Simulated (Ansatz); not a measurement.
The system is SnSe2.

```
Sn Se
1.0
     3.81100    0.00000    0.00000
    -1.90550    3.30042    0.00000
     0.00000    0.00000    6.13600
Sn Se
1 2
Cartesian
  0.0000 0.0000 0.0000
  1.9055 1.1001 4.6081
  0.0000 2.2003 1.5279
```

Base run:

* Program: Ansatz 0.2.0
* Functional: PBE
* Potentials or basis: Ansatz PAW
* Cutoff: 420 eV (not typed: the program's choice for these potentials)
* k mesh: 8 × 8 × 5
* Occupations: fermi-dirac, width 0.05 eV
* Spin: no spin polarisation

Its results: band gap on the k mesh 0.81 eV, indirect (least direct gap 1.10 eV); pressure 5.5 GPa; largest force 0.787 eV/Å.

Problem. After a change of settings the same cell gave: band gap on the k mesh 0.89 eV, indirect (least direct gap 1.23 eV); pressure 7.4 GPa; largest force 0.832 eV/Å. Which change was it?
A. occupations from fermi-dirac, width 0.05 eV to gaussian, width 0.1 eV; dispersion from none to D4
B. functional from PBE to HF; k mesh from 8 × 8 × 5 to 4 × 4 × 3
C. functional from PBE to RPBE; occupations from fermi-dirac, width 0.05 eV to gaussian, width 0.1 eV
D. functional from PBE to HSE03; k mesh from 8 × 8 × 5 to 4 × 4 × 3

Solution. C.

Caveats: spin-orbit coupling is left out, which moves the levels of the heavy elements; this functional lacks dispersion, which binds the layers, so the pressure and a relaxed spacing across them are unreliable; the k mesh misses the band edges, so the gap on the mesh is wider than the one along the path (some runs); odd divisions of the mesh miss points on the zone boundary, where band edges often lie, so the gap on the mesh can be too wide (some runs); the PAW data sets come from PBE, with cores solved anew for the run's functional, which leaves a small shift of forces and pressure (some runs).
